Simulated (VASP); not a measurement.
# Mg2Sn (Fm-3m) in VASP: further runs

One crystal, Mg2Sn, is run at these levels: PBEsol, RPBE; tasks: relaxation of cell and atoms.

All numbers are computed with VASP 6.6.1; they aren't measurements. Logs are shortened: lines on timing, memory, paths and dates and some standing lists are left out, and cuts for length are marked.

## Step 1: The structure

The structure is cubic, space group Fm-3m (No. 225). The conventional cell has a = 6.760 Å, b = 6.760 Å, c = 6.760 Å, α = 90.00°, β = 90.00°, γ = 90.00°. Mg (site symmetry -43m) is surrounded by 4 Sn at 2.93 Å. Sn (site symmetry m-3m) has 8 Mg at 2.93 Å as nearest neighbours.

The cell is a database's computed one.

## Step 2: Relaxation of cell and atoms, PBEsol

Contents of INCAR:

```
  ALGO = Normal
  EDIFF = 1E-7
  EDIFFG = -0.005
  ENCUT = 580
  GGA = PS
  IBRION = 2
  ISIF = 3
  ISMEAR = 0
  LASPH = T
  LCHARG = F
  LREAL = F
  LWAVE = F
  NELM = 100
  NSW = 90
  PREC = Accurate
  SIGMA = 0.1
```

Contents of KPOINTS:

```
k-points
0
Gamma
  12 12 12
```

Contents of POSCAR:

```
Mg2Sn
1.0
    0.0000000000      3.3801536900      3.3801536900
    3.3801536900      0.0000000000      3.3801536900
    3.3801536900      3.3801536900      0.0000000000
Mg Sn
2 1
Direct
    0.2500000000      0.2500000000      0.2500000000
    0.7500000000      0.7500000000      0.7500000000
    0.0000000000      0.0000000000      0.0000000000
```

Potentials or basis: VASP PAW PBE potentials, release 64 (Mg, Sn).

The run is started by

```sh
> cat potpaw_PBE.64/Mg/POTCAR potpaw_PBE.64/Sn/POTCAR > POTCAR
> mpirun -np 1 vasp_std > vasp.out
```

OUTCAR:

```text
EDIFF = 1E-7
   EDIFFG = -0.005
   ENCUT = 580
   GGA = PS
   IBRION = 2
   ISIF = 3
   ISMEAR = 0
   LASPH = T
   LREAL = F
   NELM = 100
   NSW = 90
   PREC = Accurate

 ion  position               nearest neighbor table
   1  0.250  0.250  0.250-   3 2.93   3 2.93   3 2.93   3 2.93   2 3.38   2 3.38   2 3.38   2 3.38
                             2 3.38   2 3.38
   2  0.750  0.750  0.750-   3 2.93   3 2.93   3 2.93   3 2.93   1 3.38   1 3.38   1 3.38   1 3.38
                             1 3.38   1 3.38
   3  0.000  0.000  0.000-   2 2.93   2 2.93   2 2.93   1 2.93   2 2.93   1 2.93   1 2.93   1 2.93

  LATTYP: Found a face centered cubic cell.
 ALAT       =     6.7603073800

  Lattice vectors:

 A1 = (   0.0000000000,   3.3801536900,   3.3801536900)
 A2 = (   3.3801536900,   0.0000000000,   3.3801536900)
 A3 = (   3.3801536900,   3.3801536900,   0.0000000000)

Analysis of symmetry for initial positions (statically):
=====================================================================
 Subroutine PRICEL returns:
 Original cell was already a primitive cell.

 Routine SETGRP: Setting up the symmetry group for a
 face centered cubic supercell.

 Subroutine GETGRP returns: Found 48 space group operations
 (whereof 48 operations were pure point group operations)
 out of a pool of 48 trial point group operations.

The static configuration has the point symmetry O_h .

Analysis of symmetry for dynamics (positions and initial velocities):
=====================================================================
 Subroutine PRICEL returns:
 Original cell was already a primitive cell.

 Routine SETGRP: Setting up the symmetry group for a
 face centered cubic supercell.

 Subroutine GETGRP returns: Found 48 space group operations
 (whereof 48 operations were pure point group operations)
 out of a pool of 48 trial point group operations.

The dynamic configuration has the point symmetry O_h .

 Subroutine INISYM returns: Found 48 space group operations
 (whereof 48 operations are pure point group operations),
 and found     1 'primitive' translations

----------------------------------------------------------------------------------------

                                     Primitive cell

  volume of cell :      77.2395

  direct lattice vectors                    reciprocal lattice vectors
     0.000000000  3.380153690  3.380153690    -0.147922268  0.147922268  0.147922268
     3.380153690  0.000000000  3.380153690     0.147922268 -0.147922268  0.147922268
     3.380153690  3.380153690  0.000000000     0.147922268  0.147922268 -0.147922268

  length of vectors
     4.780259191  4.780259191  4.780259191     0.256208884  0.256208884  0.256208884

  position of ions in fractional coordinates (direct lattice)
     0.250000000  0.250000000  0.250000000
     0.750000000  0.750000000  0.750000000
     0.000000000  0.000000000  0.000000000

  ion indices of the primitive-cell ions
   primitive index   ion index
                 1           1
                 2           2
                 3           3

----------------------------------------------------------------------------------------

 KPOINTS: k-points

Automatic generation of k-mesh.
 Grid dimensions read from file:
 generate k-points for:   12   12   12

 Generating k-lattice:

  Cartesian coordinates                     Fractional coordinates (reciprocal lattice)
    -0.012326856  0.012326856  0.012326856     0.083333333  0.000000000  0.000000000
     0.012326856 -0.012326856  0.012326856     0.000000000  0.083333333  0.000000000
     0.012326856  0.012326856 -0.012326856     0.000000000  0.000000000  0.083333333

  Length of vectors
     0.021350740  0.021350740  0.021350740

  Shift w.r.t. Gamma in fractional coordinates (k-lattice)
     0.000000000  0.000000000  0.000000000

 Subroutine IBZKPT returns following result:
 ===========================================

 Found     72 irreducible k-points:

 Following reciprocal coordinates:
            Coordinates               Weight
  0.000000  0.000000  0.000000      1.000000
  0.083333  0.000000  0.000000      8.000000
  0.166667  0.000000  0.000000      8.000000
  0.250000  0.000000  0.000000      8.000000
  0.333333  0.000000  0.000000      8.000000
  0.416667  0.000000  0.000000      8.000000
[... 16 lines left out ...]
  0.500000  0.166667  0.000000     24.000000
 -0.416667  0.166667  0.000000     24.000000
 [... further k-points ...]
   k-points           NKPTS =     72   k-points in BZ     NKDIM =     72   number of bands    NBANDS=      8
   number of dos      NEDOS =    301   number of ions     NIONS =      3
   total plane-waves  NPLWV =  64000
   dimension x,y,z NGX =    40 NGY =   40 NGZ =   40
   dimension x,y,z NGXF=    80 NGYF=   80 NGZF=   80
   ions per type =               2   1
   NGX,Y,Z   is equivalent  to a cutoff of  13.91, 13.91, 13.91 a.u.
   NGXF,Y,Z  is equivalent  to a cutoff of  27.82, 27.82, 27.82 a.u.
 SYSTEM =  unknown system
   PREC   = accura    normal or accurate (medium, high low for compatibility)
   ISTART =      0    job   : 0-new  1-cont  2-samecut
   ICHARG =      2    charge: 1-file 2-atom 10-const
   ISPIN  =      1    spin polarized calculation?
   LNONCOLLINEAR =      F non collinear calculations
   LSORBIT =      F    spin-orbit coupling
   LASPH  =      T    aspherical Exc in radial PAW
   ENCUT  =  580.0 eV  42.63 Ry    6.53 a.u.   9.39  9.39  9.39*2*pi/ulx,y,z
   NELM   =    100;   NELMIN=  2; NELMDL= -5     # of ELM steps
   EDIFF  = 0.1E-06   stopping-criterion for ELM
   LREAL  =      F    real-space projection
   EDIFFG = -.5E-02   stopping-criterion for IOM
   NSW    =     90    number of steps for IOM
   IBRION =      2    ionic relax: 0-MD 1-quasi-New 2-CG
   NFREE  =      1    steps in history (QN), initial steepest desc. (CG)
   ISIF   =      3    stress and relaxation
   ISYM   =      2    0-nonsym 1-usesym 2-fastsym
   POTIM  = 0.5000    time-step for ionic-motion
   TEBEG  =    0.0;   TEEND  =   0.0 temperature during run
   PSTRESS=    0.0 pullay stress
   NELECT =       8.0000    total number of electrons
   NUPDOWN=      -1.0000    fix difference up-down
   EMIN   =  10.00;   EMAX   =-10.00  energy-range for DOS
   EFERMI =   0.00;   METHOD = LEGACY
   ISMEAR =     0;   SIGMA  =   0.10  broadening in eV -4-tet -1-fermi 0-gaus
   EFERMI_NEDOS =   21; number of points for ismear=-14 and -15
   IALGO  =     38    algorithm
   IMIX   =      4    mixing-type and parameters
     AMIX     =   0.40;   BMIX     =  1.00
     AMIX_MAG =   1.60;   BMIX_MAG =  1.00
  volume/ion in A,a.u.               =      25.75       173.75
  Fermi-wavevector in a.u.,A,eV,Ry     =   0.768821  1.452860  8.042203  0.591085
  Thomas-Fermi vector in A             =   1.869676
   LORBIT       =      0    0 simple, 1 ext, 2 COOP (PROOUT), +10 PAW based schemes
   GGA     = PS    functional components
   LHFCALC =     F    Hartree Fock is set to
   AEXX    =    0.0000 exact exchange contribution
   IVDW    =     0    specifies the selected vdW correction
   LEPSILON=     F    determine dielectric tensor
   LRPA    =     F    only Hartree local field effects (RPA)
 conjugate gradient relaxation of ions
 non-spin polarized calculation
 Gauss-broadening in eV      SIGMA  =   0.10
  energy-cutoff  :      580.00
  volume of cell :       77.24
 maximum number of plane-waves:      2475
 NGX is ok and might be reduce to    40
   NGX = 19   NGY = 19   NGZ = 19

 number of electron       8.0000000 magnetization

 Free energy of the ion-electron system (eV)
  ---------------------------------------------------
  ext. energy  EPLUGINS =         0.00000000
  ---------------------------------------------------
  free energy    TOTEN  =        -8.25914093 eV

  energy without entropy =       -8.25740591  energy(sigma->0) =       -8.25827342

 E-fermi :   3.2162     XC(G=0):  -8.8051

 val. band max:        3.2093019608   @ k =  -0.0833   0.0833   0.0000
 cond. band min:       3.2617128827   @ k =   0.0000   0.0000   0.0000
 fundamental gap:      0.0524109219
 Fermi energy:         3.2162026051

 k-point     1 :       0.0000    0.0000    0.0000
  band No.  band energies     occupation
      1      -5.8565      2.00000
      2       3.2617      0.51983
      3       3.2617      0.51983
      4       3.2617      0.51983
      5       4.6459      0.00000
      6       5.3976      0.00000
      7       5.3976      0.00000
      8       5.3976      0.00000

 k-point     2 :       0.0833    0.0000    0.0000
  band No.  band energies     occupation
      1      -5.7996      2.00000
      2       2.5315      2.00000
      3       3.1674      1.51000
      4       3.1674      1.51000
      5       4.8661      0.00000
      6       5.5451      0.00000
      7       5.5451      0.00000
      8       5.6898      0.00000

 k-point     3 :       0.1667    0.0000    0.0000
  band No.  band energies     occupation
      1      -5.6325      2.00000
      2       1.3969      2.00000
      3       2.9593      1.99972
      4       2.9593      1.99972
      5       4.6109      0.00000
      6       5.8271      0.00000
      7       5.8271      0.00000
      8       6.6706      0.00000

 k-point     4 :       0.2500    0.0000    0.0000
  band No.  band energies     occupation
      1      -5.3684      2.00000
      2       0.3099      2.00000
      3       2.7427      2.00000
      4       2.7427      2.00000
      5       4.3165      0.00000
      6       5.8808      0.00000
      7       5.8808      0.00000
      8       7.7033      0.00000

 k-point     5 :       0.3333    0.0000    0.0000
  band No.  band energies     occupation
      1      -5.0401      2.00000
      2      -0.6268      2.00000
      3       2.5706      2.00000
      4       2.5706      2.00000
      5       4.0963      0.00000
      6       5.6933      0.00000
      7       5.6933      0.00000
      8       7.4381      0.00000

 k-point     6 :       0.4167    0.0000    0.0000
  band No.  band energies     occupation
      1      -4.7267      2.00000
      2      -1.3114      2.00000
      3       2.4633      2.00000
      4       2.4633      2.00000
      5       3.9644      0.00000
      6       5.5166      0.00000
      7       5.5166      0.00000
      8       7.2046      0.00000

 k-point     7 :       0.5000    0.0000    0.0000
  band No.  band energies     occupation
      1      -4.5844      2.00000
      2      -1.5781      2.00000
      3       2.4270      2.00000
      4       2.4270      2.00000
      5       3.9208      0.00000
      6       5.4508      0.00000
      7       5.4508      0.00000
      8       7.1239      0.00000
[... 133 lines left out ...]
 k-point    20 :       0.2500    0.1667    0.0000
  band No.  band energies     occupation
      1      -5.3598      2.00000
      2       0.8880      2.00000
      3       2.0964      2.00000
      4       2.1388      2.00000
      5       4.3718      0.00000
      6       5.3505      0.00000
      7       6.5897      0.00000
      8       7.0726      0.00000

 k-point    21 :       0.3333    0.1667    0.0000
  band No.  band energies     occupation
      1      -5.0777      2.00000
      2       0.0183      2.00000
      3       1.7225      2.00000
      4       1.9787      2.00000
      5       4.4072      0.00000
      6       5.6002      0.00000
      7       6.3234      0.00000
      8       6.9868      0.00000

 k-point    22 :       0.4167    0.1667    0.0000
  band No.  band energies     occupation
      1      -4.7560      2.00000
      2      -0.7521      2.00000
      3       1.3717      2.00000
      4       1.9206      2.00000
      5       4.3104      0.00000
      6       6.0755      0.00000
      7       6.4357      0.00000
      8       6.6856      0.00000

 k-point    23 :       0.5000    0.1667    0.0000
  band No.  band energies     occupation
      1      -4.4965      2.00000
      2      -1.2609      2.00000
      3       1.1011      2.00000
      4       1.9675      2.00000
      5       4.2914      0.00000
      6       5.9364      0.00000
      7       6.4075      0.00000
      8       7.4655      0.00000

 k-point    24 :      -0.4167    0.1667    0.0000
  band No.  band energies     occupation
      1      -4.4542      2.00000
      2      -1.3313      2.00000
      3       0.9338      2.00000
      4       2.1149      2.00000
      5       4.3969      0.00000
      6       5.8703      0.00000
      7       6.2244      0.00000
      8       8.4361      0.00000

 [... further k-points ...]
[... 5 lines left out ...]
  --------------------------------------------------------------------------------------
  -------------------------------------------------------------------------------------
  Total        0.0061135      0.0061135      0.0061135     -0.0000000     -0.0000000      0.0000000
  in kB        0.1268119      0.1268119      0.1268119     -0.0000000     -0.0000000      0.0000000
  external PRESSURE =       0.1268119 kB  Pullay stress =       0.0000000 kB

 VOLUME and BASIS-vectors are now :
 -----------------------------------------------------------------------------
  energy-cutoff  :      580.00
  volume of cell :       77.24
      direct lattice vectors                 reciprocal lattice vectors
     0.000000000  3.380153690  3.380153690    -0.147922268  0.147922268  0.147922268
     3.380153690  0.000000000  3.380153690     0.147922268 -0.147922268  0.147922268
     3.380153690  3.380153690  0.000000000     0.147922268  0.147922268 -0.147922268

 POSITION                                       TOTAL-FORCE (eV/Angst)
 -----------------------------------------------------------------------------------
      1.69008      1.69008      1.69008         0.000000      0.000000      0.000000
      5.07023      5.07023      5.07023        -0.000000     -0.000000     -0.000000
      0.00000      0.00000      0.00000        -0.000000     -0.000000     -0.000000
 -----------------------------------------------------------------------------------
    total drift:                               -0.000000      0.000000     -0.000000

  FREE ENERGIE OF THE ION-ELECTRON SYSTEM (eV)
  ---------------------------------------------------
  free  energy   TOTEN  =        -8.2591409279 eV

  energy  without entropy=       -8.2574059112  energy(sigma->0) =       -8.25827342

 reached required accuracy - stopping structural energy minimisation
```

Wall time 45 s (1 thread of AMD EPYC 9R14 (Zen 4), shared host); peak memory 0.25 GiB.

Results:

```
Free energy             : -8.2591 eV
Pressure after relaxing : 0.0 GPa
Band gap on the k mesh  : none (metal or under the smearing width)
```

Final structure:
```yaml
crystal:
  lattice:
    - [0.00000, 3.38015, 3.38015]
    - [3.38015, 0.00000, 3.38015]
    - [3.38015, 3.38015, 0.00000]
  atoms:
    - { symbol: Mg, position: [0.25000, 0.25000, 0.25000] }
    - { symbol: Mg, position: [0.75000, 0.75000, 0.75000] }
    - { symbol: Sn, position: [0.00000, 0.00000, 0.00000] }
```

Caveat: the relaxation stopped at its first step, so nothing moved; the PAW data sets were made with another functional, which shifts forces and pressure a little; this crystal is a semiconductor, whose small gap the functional closes, so the metal is an error of the method.

## Step 3: Relaxation of cell and atoms, RPBE

INCAR, as its differences from that of step 2:

```diff
@@ -3,4 +3,4 @@
   EDIFFG = -0.005
-  ENCUT = 580
-  GGA = PS
+  ENCUT = 600
+  GGA = RP
   IBRION = 2
```

KPOINTS is that of step 2.

POSCAR is that of step 2.

Potentials or basis: VASP PAW PBE potentials, release 64 (Mg, Sn_d).

The run is started by

```sh
> cat potpaw_PBE.64/Mg/POTCAR potpaw_PBE.64/Sn_d/POTCAR > POTCAR
> mpirun -np 1 vasp_std > vasp.out
```

Wall time 2.1 min (1 thread of AMD EPYC 9R14 (Zen 4), shared host); peak memory 0.27 GiB.

It converged, with:

```
Free energy                            : -6.7202 eV
Relaxed volume                         : 27.08 Å³/atom
Relaxed cell                           : a = 4.861 Å, b = 4.861 Å, c = 4.861 Å, α = 60.00°, β = 60.00°, γ = 60.00°
Space group after relaxing (to 0.05 Å) : Fm-3m (No. 225)
Energy gained by relaxing              : 8.8 meV/atom
Ionic steps                            : 2
Pressure after relaxing                : 0.0 GPa
Band gap on the k mesh                 : none (metal or under the smearing width)
```

Step by step:
| step | energy change (eV) | largest force (eV/Å) | pressure (GPa) | volume (Å³) |
| --- | --- | --- | --- | --- |
| 1 | 0.0000 | 0.0000 | 2.19 | 77.24 |
| 2 | -0.0265 | 0.0000 | 0.03 | 81.24 |

Final structure:
```cif
data_structure
_symmetry_space_group_name_H-M 'P 1'
_symmetry_Int_Tables_number 1
_cell_length_a 4.8614
_cell_length_b 4.8614
_cell_length_c 4.8614
_cell_angle_alpha 60.000
_cell_angle_beta 60.000
_cell_angle_gamma 60.000
_cell_volume 81.24
loop_
_atom_site_label
_atom_site_type_symbol
_atom_site_fract_x
_atom_site_fract_y
_atom_site_fract_z
_atom_site_occupancy
Mg1 Mg 0.25000 0.25000 0.25000 1
Mg2 Mg 0.75000 0.75000 0.75000 1
Sn1 Sn 0.00000 0.00000 0.00000 1
```

Levels at points of the mesh, in eV from the Fermi level:
```csv
k point,band 6,band 7,band 8,band 9,band 10,band 11,band 12,band 13
"(0.00, 0.00, 0.00)",-8.82,0.04,0.04,0.04,1.27,2.12,2.12,2.12
"(0.50, 0.00, 0.00)",-7.64,-4.59,-0.77,-0.77,0.58,2.22,2.22,3.97
"(0.50, 0.50, 0.00)",-7.16,-4.40,-1.99,-1.99,-0.14,0.28,7.05,7.05
```

Caveat: the PAW data sets were made with another functional, which shifts forces and pressure a little; this crystal is a semiconductor, whose small gap the functional closes, so the metal is an error of the method.
